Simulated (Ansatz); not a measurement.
A relaxation computed with Ansatz, from input to last step.

```yaml
crystal:
  lattice:
    - [4.4754013011, 4.4754013011, 4.4754013011]
    - [-4.4754013011, 4.4754013011, -4.4754013011]
    - [-4.4754013011, -4.4754013011, 4.4754013011]
  atoms:
    - { symbol: Ta, position: [0.5, 0.25, 0.25] }
    - { symbol: Ta, position: [0.5, 0.0, 0.5] }
    - { symbol: Ta, position: [0.75, 0.0, 0.25] }
    - { symbol: Ta, position: [0.5, 0.75, 0.75] }
    - { symbol: Ta, position: [0.75, 0.75, 0.5] }
    - { symbol: Ta, position: [0.0, 0.75, 0.25] }
    - { symbol: Ta, position: [0.5, 0.5, 0.0] }
    - { symbol: Ta, position: [0.75, 0.5, 0.75] }
    - { symbol: Ta, position: [0.0, 0.5, 0.5] }
    - { symbol: Ta, position: [0.25, 0.5, 0.25] }
    - { symbol: Ta, position: [0.75, 0.25, 0.0] }
    - { symbol: Ta, position: [0.0, 0.25, 0.75] }
    - { symbol: Ta, position: [0.25, 0.25, 0.5] }
    - { symbol: Ta, position: [0.0, 0.0, 0.0] }
    - { symbol: Ta, position: [0.25, 0.0, 0.75] }
    - { symbol: Ta, position: [0.25, 0.75, 0.0] }
    - { symbol: C, position: [0.5, 0.0, 0.0] }
    - { symbol: C, position: [0.5, 0.75, 0.25] }
    - { symbol: C, position: [0.75, 0.75, 0.0] }
    - { symbol: C, position: [0.5, 0.5, 0.5] }
    - { symbol: C, position: [0.75, 0.5, 0.25] }
    - { symbol: C, position: [0.0, 0.5, 0.0] }
    - { symbol: C, position: [0.5, 0.25, 0.75] }
    - { symbol: C, position: [0.75, 0.25, 0.5] }
    - { symbol: C, position: [0.0, 0.25, 0.25] }
    - { symbol: C, position: [0.25, 0.25, 0.0] }
    - { symbol: C, position: [0.75, 0.0, 0.75] }
    - { symbol: C, position: [0.0, 0.0, 0.5] }
    - { symbol: C, position: [0.25, 0.0, 0.25] }
    - { symbol: C, position: [0.0, 0.75, 0.75] }
    - { symbol: C, position: [0.25, 0.75, 0.5] }
    - { symbol: C, position: [0.25, 0.5, 0.75] }
    - { symbol: C, position: [0.25, 0.0, 0.0] }
basis:
  ecutwfc: 420
  xc_grid: 2
kpoints:
  mp_grid: { grid: [4, 4, 4], shift: [0.5, 0.5, 0.5] }
hamiltonian:
  xc: pbe
scf:
  occupations: { method: gaussian, width: 0.1 }
output:
  forces: true
  stress: false
  eigenvalues: true
  write_density: true
  write_potential: true
  elf: true
  volumetric_format: npy
relax:
  adjacent_minimum: "off"
  f_tol: 0.025
  max_steps: 45
```

```bash
ansatz run input.yaml --threads 4 --pin off --max-ram 10240MiB --backend cpu --events-out ev --progress --plain --runs-dir out
```

Computed with DFT PBE, scalar-relativistic, plane waves, PAW (Ansatz 0.2.0).

The cell holds a point defect: C interstitial, neutral.

Of 5 frames 5 are shown, positions in Å and forces in eV/Å; the SCF threshold varies from step to step.

```xyz
33
Lattice="4.4754 4.4754 4.4754 -4.4754 4.4754 -4.4754 -4.4754 -4.4754 4.4754" Properties=species:S:1:pos:R:3:forces:R:3 pbc="T T T" step=1 free_energy_over_end_meV_per_atom=48.38
Ta    0.0000    2.2377    2.2377   -2.5389    2.5389    2.5389
Ta    0.0000    0.0000    4.4754    0.0097    0.0097   -0.3693
Ta    2.2377    2.2377    4.4754   -0.0097   -0.0097   -0.3693
Ta   -4.4754    2.2377    2.2377   -0.3693   -0.0097   -0.0097
Ta   -2.2377    4.4754    2.2377   -0.0097    0.0097    0.3693
Ta   -4.4754    2.2377   -2.2377    0.0097    0.3693   -0.0097
Ta    0.0000    4.4754    0.0000    0.0097   -0.3693    0.0097
Ta   -2.2377    2.2377    4.4754   -0.0097    0.3693    0.0097
Ta   -4.4754    0.0000    0.0000   -0.3693    0.0097    0.0097
Ta   -2.2377    2.2377    0.0000    0.3693   -0.0097    0.0097
Ta    2.2377    4.4754    2.2377   -0.0097   -0.3693   -0.0097
Ta   -4.4754   -2.2377    2.2377    0.0097   -0.0097    0.3693
Ta   -2.2377    0.0000    2.2377    0.3693    0.0097   -0.0097
Ta    0.0000    0.0000    0.0000   -2.5389   -2.5389   -2.5389
Ta   -2.2377   -2.2377    4.4754    2.5389    2.5389   -2.5389
Ta   -2.2377    4.4754   -2.2377    2.5389   -2.5389    2.5389
C     2.2377    2.2377    2.2377    1.5339    1.5339    1.5339
C    -2.2377    4.4754    0.0000    0.0743   -0.0743    0.1872
C     0.0000    6.7131    0.0000   -0.0743   -0.1872   -0.0743
C    -2.2377    2.2377    2.2377   -0.1872    0.0743    0.0743
C     0.0000    4.4754    2.2377   -0.0743    0.1872    0.0743
C    -2.2377    2.2377   -2.2377    0.0743   -0.1872    0.0743
C    -2.2377    0.0000    4.4754    0.0743    0.1872   -0.0743
C     0.0000    2.2377    4.4754   -0.0743    0.0743    0.1872
C    -2.2377    0.0000    0.0000   -0.1872   -0.0743   -0.0743
C     0.0000    2.2377    0.0000   -1.5339    1.5339   -1.5339
C     0.0000    0.0000    6.7131   -0.0743   -0.0743   -0.1872
C    -2.2377   -2.2377    2.2377    0.0743    0.0743   -0.1872
C     0.0000    0.0000    2.2377   -1.5339   -1.5339    1.5339
C    -6.7131    0.0000    0.0000    1.5339   -1.5339   -1.5339
C    -4.4754    2.2377    0.0000    0.1872    0.0743   -0.0743
C    -4.4754    0.0000    2.2377    0.1872   -0.0743    0.0743
C     1.1188    1.1188    1.1188    0.0000    0.0000    0.0000
33
Lattice="4.4754 4.4754 4.4754 -4.4754 4.4754 -4.4754 -4.4754 -4.4754 4.4754" Properties=species:S:1:pos:R:3:forces:R:3 pbc="T T T" step=2 free_energy_over_end_meV_per_atom=4.27
Ta   -0.0593    2.2970    2.2970   -0.5747    0.5747    0.5747
Ta    0.0141    0.0141    4.4550   -0.1147   -0.1147    0.0147
Ta    2.2236    2.2236    4.4550    0.1147    0.1147    0.0147
Ta   -4.4958    2.2236    2.2236    0.0147    0.1147    0.1147
Ta   -2.2518    4.4895    2.2581    0.1147   -0.1147   -0.0147
Ta   -4.4613    2.2581   -2.2518   -0.1147   -0.0147    0.1147
Ta    0.0141    4.4550    0.0141   -0.1147    0.0147   -0.1147
Ta   -2.2518    2.2581    4.4895    0.1147   -0.0147   -0.1147
Ta   -4.4958    0.0141    0.0141    0.0147   -0.1147   -0.1147
Ta   -2.2173    2.2236    0.0141   -0.0147    0.1147   -0.1147
Ta    2.2236    4.4550    2.2236    0.1147    0.0147    0.1147
Ta   -4.4613   -2.2518    2.2581   -0.1147    0.1147   -0.0147
Ta   -2.2173    0.0141    2.2236   -0.0147   -0.1147    0.1147
Ta   -0.0593   -0.0593   -0.0593   -0.5747   -0.5747   -0.5747
Ta   -2.1784   -2.1784    4.4161    0.5747    0.5747   -0.5747
Ta   -2.1784    4.4161   -2.1784    0.5747   -0.5747    0.5747
C     2.2732    2.2732    2.2732    0.2589    0.2589    0.2589
C    -2.2196    4.4573    0.0423   -0.0357    0.0357   -0.3028
C    -0.0181    6.6708   -0.0181    0.0357    0.3028    0.0357
C    -2.2800    2.2558    2.2558    0.3028   -0.0357   -0.0357
C    -0.0181    4.5177    2.2558    0.0357   -0.3028   -0.0357
C    -2.2196    2.1954   -2.2196   -0.0357    0.3028   -0.0357
C    -2.2196    0.0423    4.4573   -0.0357   -0.3028    0.0357
C    -0.0181    2.2558    4.5177    0.0357   -0.0357   -0.3028
C    -2.2800   -0.0181   -0.0181    0.3028    0.0357    0.0357
C    -0.0355    2.2732   -0.0355   -0.2589    0.2589   -0.2589
C    -0.0181   -0.0181    6.6708    0.0357    0.0357    0.3028
C    -2.2196   -2.2196    2.1954   -0.0357   -0.0357    0.3028
C    -0.0355   -0.0355    2.2732   -0.2589   -0.2589    0.2589
C    -6.6776   -0.0355   -0.0355    0.2589   -0.2589   -0.2589
C    -4.4331    2.2558   -0.0181   -0.3028   -0.0357    0.0357
C    -4.4331   -0.0181    2.2558   -0.3028    0.0357   -0.0357
C     1.1188    1.1188    1.1188    0.0000    0.0000    0.0000
33
Lattice="4.4754 4.4754 4.4754 -4.4754 4.4754 -4.4754 -4.4754 -4.4754 4.4754" Properties=species:S:1:pos:R:3:forces:R:3 pbc="T T T" step=3 free_energy_over_end_meV_per_atom=0.42
Ta   -0.0736    2.3113    2.3113    0.0093   -0.0093   -0.0093
Ta   -0.0007   -0.0007    4.4662    0.0992    0.0992    0.0420
Ta    2.2384    2.2384    4.4662   -0.0992   -0.0992    0.0420
Ta   -4.4846    2.2384    2.2384    0.0420   -0.0992   -0.0992
Ta   -2.2370    4.4747    2.2469   -0.0992    0.0992   -0.0420
Ta   -4.4761    2.2469   -2.2370    0.0992   -0.0420   -0.0992
Ta   -0.0007    4.4662   -0.0007    0.0992    0.0420    0.0992
Ta   -2.2370    2.2469    4.4747   -0.0992   -0.0420    0.0992
Ta   -4.4846   -0.0007   -0.0007    0.0420    0.0992    0.0992
Ta   -2.2285    2.2384   -0.0007   -0.0420   -0.0992    0.0992
Ta    2.2384    4.4662    2.2384   -0.0992    0.0420   -0.0992
Ta   -4.4761   -2.2370    2.2469    0.0992   -0.0992   -0.0420
Ta   -2.2285   -0.0007    2.2384   -0.0420    0.0992   -0.0992
Ta   -0.0736   -0.0736   -0.0736    0.0093    0.0093    0.0093
Ta   -2.1641   -2.1641    4.4018   -0.0093   -0.0093    0.0093
Ta   -2.1641    4.4018   -2.1641   -0.0093    0.0093   -0.0093
C     2.2913    2.2913    2.2913    0.0464    0.0464    0.0464
C    -2.2304    4.4681    0.0270    0.0114   -0.0114   -0.0950
C    -0.0073    6.6861   -0.0073   -0.0114    0.0950   -0.0114
C    -2.2647    2.2450    2.2450    0.0950    0.0114    0.0114
C    -0.0073    4.5024    2.2450   -0.0114   -0.0950    0.0114
C    -2.2304    2.2107   -2.2304    0.0114    0.0950    0.0114
C    -2.2304    0.0270    4.4681    0.0114   -0.0950   -0.0114
C    -0.0073    2.2450    4.5024   -0.0114    0.0114   -0.0950
C    -2.2647   -0.0073   -0.0073    0.0950   -0.0114   -0.0114
C    -0.0536    2.2913   -0.0536   -0.0464    0.0464   -0.0464
C    -0.0073   -0.0073    6.6861   -0.0114   -0.0114    0.0950
C    -2.2304   -2.2304    2.2107    0.0114    0.0114    0.0950
C    -0.0536   -0.0536    2.2913   -0.0464   -0.0464    0.0464
C    -6.6595   -0.0536   -0.0536    0.0464   -0.0464   -0.0464
C    -4.4484    2.2450   -0.0073   -0.0950    0.0114   -0.0114
C    -4.4484   -0.0073    2.2450   -0.0950   -0.0114    0.0114
C     1.1188    1.1188    1.1188    0.0000    0.0000    0.0000
33
Lattice="4.4754 4.4754 4.4754 -4.4754 4.4754 -4.4754 -4.4754 -4.4754 4.4754" Properties=species:S:1:pos:R:3:forces:R:3 pbc="T T T" step=4 free_energy_over_end_meV_per_atom=0.06
Ta   -0.0730    2.3107    2.3107    0.0339   -0.0339   -0.0339
Ta    0.0039    0.0039    4.4702   -0.0036   -0.0036   -0.0073
Ta    2.2338    2.2338    4.4702    0.0036    0.0036   -0.0073
Ta   -4.4806    2.2338    2.2338   -0.0073    0.0036    0.0036
Ta   -2.2416    4.4793    2.2429    0.0036   -0.0036    0.0073
Ta   -4.4715    2.2429   -2.2416   -0.0036    0.0073    0.0036
Ta    0.0039    4.4702    0.0039   -0.0036   -0.0073   -0.0036
Ta   -2.2416    2.2429    4.4793    0.0036    0.0073   -0.0036
Ta   -4.4806    0.0039    0.0039   -0.0073   -0.0036   -0.0036
Ta   -2.2325    2.2338    0.0039    0.0073    0.0036   -0.0036
Ta    2.2338    4.4702    2.2338    0.0036   -0.0073    0.0036
Ta   -4.4715   -2.2416    2.2429   -0.0036    0.0036    0.0073
Ta   -2.2325    0.0039    2.2338    0.0073   -0.0036    0.0036
Ta   -0.0730   -0.0730   -0.0730    0.0339    0.0339    0.0339
Ta   -2.1647   -2.1647    4.4024   -0.0339   -0.0339    0.0339
Ta   -2.1647    4.4024   -2.1647   -0.0339    0.0339   -0.0339
C     2.2951    2.2951    2.2951    0.0346    0.0346    0.0346
C    -2.2292    4.4669    0.0214    0.0083   -0.0083   -0.0019
C    -0.0085    6.6917   -0.0085   -0.0083    0.0019   -0.0083
C    -2.2591    2.2462    2.2462    0.0019    0.0083    0.0083
C    -0.0085    4.4968    2.2462   -0.0083   -0.0019    0.0083
C    -2.2292    2.2163   -2.2292    0.0083    0.0019    0.0083
C    -2.2292    0.0214    4.4669    0.0083   -0.0019   -0.0083
C    -0.0085    2.2462    4.4968   -0.0083    0.0083   -0.0019
C    -2.2591   -0.0085   -0.0085    0.0019   -0.0083   -0.0083
C    -0.0574    2.2951   -0.0574   -0.0346    0.0346   -0.0346
C    -0.0085   -0.0085    6.6917   -0.0083   -0.0083    0.0019
C    -2.2292   -2.2292    2.2163    0.0083    0.0083    0.0019
C    -0.0574   -0.0574    2.2951   -0.0346   -0.0346    0.0346
C    -6.6557   -0.0574   -0.0574    0.0346   -0.0346   -0.0346
C    -4.4540    2.2462   -0.0085   -0.0019    0.0083   -0.0083
C    -4.4540   -0.0085    2.2462   -0.0019   -0.0083    0.0083
C     1.1188    1.1188    1.1188    0.0000    0.0000    0.0000
33
Lattice="4.4754 4.4754 4.4754 -4.4754 4.4754 -4.4754 -4.4754 -4.4754 4.4754" Properties=species:S:1:pos:R:3:forces:R:3 pbc="T T T" step=5 free_energy_over_end_meV_per_atom=0.00
Ta   -0.0700    2.3077    2.3077    0.0030   -0.0030   -0.0030
Ta    0.0034    0.0034    4.4715   -0.0022   -0.0022   -0.0016
Ta    2.2343    2.2343    4.4715    0.0022    0.0022   -0.0016
Ta   -4.4793    2.2343    2.2343   -0.0016    0.0022    0.0022
Ta   -2.2411    4.4788    2.2416    0.0022   -0.0022    0.0016
Ta   -4.4720    2.2416   -2.2411   -0.0022    0.0016    0.0022
Ta    0.0034    4.4715    0.0034   -0.0022   -0.0016   -0.0022
Ta   -2.2411    2.2416    4.4788    0.0022    0.0016   -0.0022
Ta   -4.4793    0.0034    0.0034   -0.0016   -0.0022   -0.0022
Ta   -2.2338    2.2343    0.0034    0.0016    0.0022   -0.0022
Ta    2.2343    4.4715    2.2343    0.0022   -0.0016    0.0022
Ta   -4.4720   -2.2411    2.2416   -0.0022    0.0022    0.0016
Ta   -2.2338    0.0034    2.2343    0.0016   -0.0022    0.0022
Ta   -0.0700   -0.0700   -0.0700    0.0030    0.0030    0.0030
Ta   -2.1677   -2.1677    4.4054   -0.0030   -0.0030    0.0030
Ta   -2.1677    4.4054   -2.1677   -0.0030    0.0030   -0.0030
C     2.3003    2.3003    2.3003    0.0110    0.0110    0.0110
C    -2.2296    4.4673    0.0194    0.0024   -0.0024    0.0046
C    -0.0081    6.6937   -0.0081   -0.0024   -0.0046   -0.0024
C    -2.2571    2.2458    2.2458   -0.0046    0.0024    0.0024
C    -0.0081    4.4948    2.2458   -0.0024    0.0046    0.0024
C    -2.2296    2.2183   -2.2296    0.0024   -0.0046    0.0024
C    -2.2296    0.0194    4.4673    0.0024    0.0046   -0.0024
C    -0.0081    2.2458    4.4948   -0.0024    0.0024    0.0046
C    -2.2571   -0.0081   -0.0081   -0.0046   -0.0024   -0.0024
C    -0.0626    2.3003   -0.0626   -0.0110    0.0110   -0.0110
C    -0.0081   -0.0081    6.6937   -0.0024   -0.0024   -0.0046
C    -2.2296   -2.2296    2.2183    0.0024    0.0024   -0.0046
C    -0.0626   -0.0626    2.3003   -0.0110   -0.0110    0.0110
C    -6.6505   -0.0626   -0.0626    0.0110   -0.0110   -0.0110
C    -4.4560    2.2458   -0.0081    0.0046    0.0024   -0.0024
C    -4.4560   -0.0081    2.2458    0.0046   -0.0024    0.0024
C     1.1188    1.1188    1.1188    0.0000    0.0000    0.0000
```

The run took 59 s on 4 threads of Intel(R) Xeon(R) 6975P-C (Granite Rapids), on a shared host, peak memory 1.5 GiB.

Spin–orbit coupling is left out, which can shift energies with elements as heavy as these.